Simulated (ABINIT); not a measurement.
Crystal: ZrN.

```
Zr N
1.0
     0.00000    2.30000    2.30000
     2.30000    0.00000    2.30000
     2.30000    2.30000    0.00000
Zr N
1 1
Direct
  0.50000 0.50000 0.50000
  0.00000 0.00000 0.00000
```

```yaml
Program: ABINIT 10.8.3 (patched build)
Task: single point
Functional: PBE
Potentials_or_basis: JTH PAW PBE v2.0
Cutoff: 707 eV
k_mesh: 10 × 10 × 10
Occupations: fermi-dirac, width 0.05 eV
Spin: no spin polarisation
```

On this cell: pressure -1.1 GPa; largest force zero by symmetry; band gap on the k mesh none (metal or under the smearing width).

The same run follows on a disturbed copy (atoms moved at random, drawn with an rms of 0.05 Å):

```xyz
2
Lattice="0.0000 2.3000 2.3000 2.3000 0.0000 2.3000 2.3000 2.3000 0.0000" Properties=species:S:1:pos:R:3 pbc="T T T"
Zr    2.3046    2.2929    2.3075
N     0.0043    0.0157   -0.0095
```

**Question.** What does the disturbed cell give?

**Answer.** The energy (extrapolated to zero smearing) moves by +2.0 meV/atom; pressure -1.0 GPa; largest force 0.279 eV/Å; band gap on the k mesh none (metal or under the smearing width).

Forces on the atoms (eV/Å):
```
Zr  -0.003  0.224 -0.166
N    0.003 -0.224  0.166
```

Stress tensor (GPa, compression positive):
```
-1.08  0.00  0.00
 0.00 -0.97  0.04
 0.00  0.04 -1.01
```
